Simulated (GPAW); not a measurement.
Here is a GPAW 26.7.0 calculation.

The input run.py:

```python
from ase.eos import EquationOfState
from ase.io import Trajectory
from ase.spacegroup import crystal
from ase.units import GPa
from gpaw import GPAW, PW

# Os 2c
atoms = crystal(['Os'],
                basis=[[0.6666666667, 0.3333333333, 0.75]],
                spacegroup=194, setting=1,  # P6_3/mmc
                cellpar=[2.7341, 2.7341, 4.3197, 90.0, 90.0, 120.0],
                primitive_cell=True)

traj = Trajectory('eos.traj', 'w')
volumes, energies = [], []
for x in [0.94, 0.96, 0.98, 1.0, 1.02, 1.04, 1.06]:
    a = atoms.copy()
    a.set_cell(atoms.cell * x**(1 / 3), scale_atoms=True)
    calc = GPAW(mode=PW(600),
                xc='PBE',
                kpts={'size': (8, 8, 5), 'gamma': True},
                occupations={'name': 'fermi-dirac', 'width': 0.05},
                setups={'Os': '8'},
                nbands=-13,
                convergence={'density': 1e-05, 'energy': 1e-05},
                maxiter=150,
                txt=f'eos-{x:.2f}.txt')
    a.calc = calc
    energies.append(a.get_potential_energy(force_consistent=True))
    volumes.append(a.get_volume())
    p = -a.get_stress()[:3].mean() / GPa
    calc.write(f'eos-{x:.2f}.gpw')
    traj.write(a)
    print(f'{x:.2f} {volumes[-1]:10.4f} A^3 {energies[-1]:14.6f} eV {p:9.3f} GPa', flush=True)

v0, e0, B = EquationOfState(volumes, energies, eos='birchmurnaghan').fit()
print(f'V0 = {v0:.4f} A^3, E0 = {e0:.6f} eV, B0 = {B / GPa:.2f} GPa')
```

Potentials or basis: GPAW PAW data sets (gpaw-data 1.2.1), other valence, pw.

Command:

```sh
$ OMP_NUM_THREADS=1 python run.py
```

Task: Predict the equilibrium volume.

Result: 14.50 Å³/atom.

Task: Predict the pressure derivative of the bulk modulus.

Result: 4.9.

Task: What does it give for the bulk modulus at fixed shape and positions?

Result: 400 GPa.

Energy against volume, from the lowest point:
```csv
volume (Å³/atom),energy (meV/atom)
13.143,191.70
13.423,115.84
13.703,60.87
13.982,24.54
14.262,4.85
14.542,0.00
14.821,8.39
```

Caveat: the cell was scaled at fixed shape and fractional positions, which overstates the stiffness of a crystal with free parameters, most of all of layers and chains. Spin-orbit coupling is left out, which matters for the levels of Os.
